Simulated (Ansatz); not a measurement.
Crystal: Sc.

```xyz
2
Lattice="3.3090 0.0000 0.0000 -1.6545 2.8657 0.0000 0.0000 0.0000 5.2733" Properties=species:S:1:pos:R:3 pbc="T T T"
Sc    1.6545    0.9552    3.9550
Sc    0.0000    1.9105    1.3183
```

Base run:

- Program: Ansatz 0.2.0
- Functional: PBEsol
- Potentials or basis: Ansatz PAW
- Cutoff: 420 eV
- Density cutoff: 1680 eV
- k mesh: 9 × 9 × 5
- Occupations: fermi-dirac, width 0.05 eV
- Spin: no spin polarisation

Its results: band gap on the k mesh none (metal or under the smearing width); pressure -2.8 GPa.

Problem. The run is repeated on the same cell with these changes: hubbard terms from none to Sc d U = 4.3 eV; hubbard projectors from none to ortho-atomic (the default). What comes out?

Solution. Band gap on the k mesh none (metal or under the smearing width); pressure 5.0 GPa.

Caveats: the PAW data sets come from PBE, with cores solved anew for the run's functional, which leaves a small shift of forces and pressure; U without spin polarisation on a metal has little footing (some runs); the U is typed as a test and isn't derived for this compound (some runs).

Not every run made on this cell is shown here.
